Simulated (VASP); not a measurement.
# Pb, density of states at the Fermi level: which settings are enough?

Pb, Fm-3m (no. 225), 1 atom in the cell. PBE, density of states on a second, denser mesh; PAW potentials Pb_d (PBE set). VASP 6.6.1.

Wanted: states at the Fermi level within 5 %; Fermi level on the dense mesh within 0.02 eV.

POSCAR:
```
Pb
1.0
    0.0000000000      2.4750200000      2.4750200000
    2.4750200000      0.0000000000      2.4750200000
    2.4750200000      2.4750200000      0.0000000000
Pb
1
Direct
    0.0000000000      0.0000000000      0.0000000000
```

The series start from KSPACING_OPT: 0.14; k mesh: 8 × 8 × 8; Cutoff ENCUT (eV): 400; NEDOS: 3001; KPOINTS_OPT_MODE: 1. Each series keeps the choices made before it, and each single choice may use up half of a tolerance.

## KSPACING_OPT

| KSPACING_OPT | States at the Fermi level (states/eV/atom) | Fermi level on the dense mesh (eV) | Time (s) |
|---|---|---|---|
| 0.4 | 0.7137 | 7.441 | 4.3 |
| 0.28 | 0.5234 | 7.387 | 4.9 |
| 0.2 | 0.5222 | 7.351 | 6.4 |
| 0.14 | 0.5149 | 7.337 | 10 |
| 0.1 | 0.5033 | 7.329 | 19 |
| 0.075 | 0.5072 | 7.325 | 39 |
| 0.06 (reference) | 0.506 | 7.324 | 68 |

Chosen: 0.1, the loosest value from which every tighter one stays within half of the tolerance.

## k mesh

| k mesh | States at the Fermi level (states/eV/atom) | Fermi level on the dense mesh (eV) | Time (s) |
|---|---|---|---|
| 4 × 4 × 4 | 0.5033 | 7.334 | 18 |
| 5 × 5 × 5 | 0.5033 | 7.327 | 17 |
| 7 × 7 × 7 | 0.5033 | 7.329 | 19 |
| 8 × 8 × 8 | 0.5033 | 7.329 | 19 |
| 10 × 10 × 10 | 0.5033 | 7.328 | 20 |
| 13 × 13 × 13 (reference) | 0.5033 | 7.328 | 21 |

Chosen: 4 × 4 × 4.

## Cutoff ENCUT (eV)

| Cutoff ENCUT (eV) | States at the Fermi level (states/eV/atom) | Fermi level on the dense mesh (eV) | Time (s) |
|---|---|---|---|
| 250 | 0.5032 | 7.334 | 14 |
| 300 | 0.5032 | 7.334 | 16 |
| 350 | 0.5032 | 7.334 | 18 |
| 400 | 0.5033 | 7.334 | 18 |
| 500 | 0.5033 | 7.334 | 40 |
| 600 | 0.5033 | 7.334 | 41 |
| 750 (reference) | 0.5033 | 7.334 | 42 |

Chosen: 250.

## NEDOS

| NEDOS | States at the Fermi level (states/eV/atom) | Fermi level on the dense mesh (eV) | Time (s) |
|---|---|---|---|
| 301 | 0.5035 | 7.335 | 14 |
| 1001 | 0.5032 | 7.334 | 14 |
| 3001 | 0.5032 | 7.334 | 14 |
| 9001 (reference) | 0.5032 | 7.334 | 14 |

Chosen: 301.

## KPOINTS_OPT_MODE

| KPOINTS_OPT_MODE | States at the Fermi level (states/eV/atom) | Fermi level on the dense mesh (eV) | Time (s) |
|---|---|---|---|
| 1 | 0.5035 | 7.335 | 14 |
| 2 | 0.5035 | 7.335 | 17 |

Chosen: 1; no other choice that stays within half of the tolerance saves 30 % of the time.

## All choices together

| Input | States at the Fermi level (states/eV/atom) | Fermi level on the dense mesh (eV) | Time (s) |
|---|---|---|---|
| program defaults, k points 0.5 per Å apart (naive) | 1.309 | 6.999 | 1.0 |
| chosen settings | 0.5035 | 7.335 | 14 |
| reference settings throughout | 0.506 | 7.323 | 185 |

The tolerance is met.

## The input

INCAR:
```
  ALGO = Normal
  EDIFF = 1E-6
  ENCUT = 250
  GGA = PE
  ISMEAR = -5
  KPAR = 2
  KPOINTS_OPT_MODE = 1
  KSPACING_OPT = 0.1
  LASPH = T
  LCHARG = F
  LREAL = F
  LWAVE = F
  NBANDS = 15
  NEDOS = 301
  NELM = 120
  PREC = Accurate
  SIGMA = 0.05
```

KPOINTS:
```
Automatic mesh
0
Gamma
  4 4 4
  0 0 0
```

Commands:
```
cat potpaw_PBE.64/Pb_d/POTCAR > POTCAR
mpirun -np 2 vasp_std > vasp.out
```

The chosen input took VASP 6.6.1 14 s on 2 cores (Intel Xeon Platinum 8259CL @ 2.50GHz (Skylake/Cascade Lake)), a shared host.

## An input that fails: no diagonalisation on the second mesh

It runs to its end, but against the unchanged starting input it is off by 126 % in the states at the Fermi level, 21.867 eV in the Fermi level on the dense mesh.

Changes against the starting input:
```
- KPOINTS_OPT_MODE = 1
+ KPOINTS_OPT_MODE = 0
```
